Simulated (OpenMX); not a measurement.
The system is Ni.

```
CELL_PARAMETERS angstrom
0.00000 1.73757 1.73757
1.73757 0.00000 1.73757
1.73757 1.73757 0.00000
ATOMIC_POSITIONS crystal
Ni 0.00000 0.00000 0.00000
```

Base run:

* Program: OpenMX 3.8.5
* Functional: PBE
* Potentials or basis: OpenMX 2013 PBE set, Ni6.0H-s3p2d2, grid cutoff 500 Ry
* k mesh: 9 × 9 × 9
* Occupations: fermi-dirac, width 0.05 eV
* Spin: collinear spin, ferromagnetic start
* Starting moments: [1.0] μB

Its results: pressure 16.5 GPa; net moment 0.50 μB per cell; site moments Ni +0.50 μB.

Problem. The run is repeated on the same cell with these changes: potentials or basis from OpenMX 2013 PBE set, Ni6.0H-s3p2d2, grid cutoff 500 Ry to OpenMX 2013 PBE set, Ni6.0H-s2p2d1, grid cutoff 500 Ry. What comes out?

Solution. Pressure 23.0 GPa; net moment 0.50 μB per cell; site moments Ni +0.50 μB.

Caveats: the basis of atomic orbitals isn't converged, which shifts pressures, moduli and gaps; the transition metal has a single d function, too few for pressures, volumes and moments (some runs).
